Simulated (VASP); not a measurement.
ZrB2:

```
Zr B
1.0
     3.17000    0.00000    0.00000
    -1.58500    2.74530    0.00000
     0.00000    0.00000    3.53300
Zr B
1 2
Direct
  0.00000 0.00000 0.00000
  0.66667 0.33333 0.50000
  0.33333 0.66667 0.50000
```

* Program: VASP 6.6.1
* Task: relaxation of cell and atoms
* Functional: LDA
* Potentials or basis: VASP PAW LDA potentials, release 64 (Zr_sv, B)
* Cutoff: 600 eV
* k mesh: 8 × 8 × 8
* Occupations: fermi-dirac, width 0.05 eV
* Spin: no spin polarisation

At the start: pressure -8.4 GPa; volume 10.25 Å³/atom.

How do energy, volume and symmetry change on relaxing?

Over 8 steps the energy falls by 9.3 meV/atom and the volume is 9.90 Å³/atom (-3.4 %); space group P6/mmm (No. 191, to 0.05 Å).

Step by step:
```csv
step,energy change (eV),largest force (eV/Å),pressure (GPa),volume (Å³)
1,0.0000,0.0000,-8.37,30.75
2,0.0209,0.0000,12.59,28.42
3,-0.0279,0.0000,-0.09,29.72
4,-0.0279,0.0000,0.08,29.70
5,-0.0280,0.0000,0.09,29.70
6,-0.0280,0.0000,0.09,29.70
7,-0.0280,0.0000,-0.10,29.72
8,-0.0280,0.0000,0.00,29.71
```

Final structure:
```
Zr B
1.0
     3.13611    0.00000    0.00000
    -1.56805    2.71595    0.00000
     0.00000    0.00000    3.48773
Zr B
1 2
Direct
  0.00000 0.00000 0.00000
  0.66667 0.33333 0.50000
  0.33333 0.66667 0.50000
```
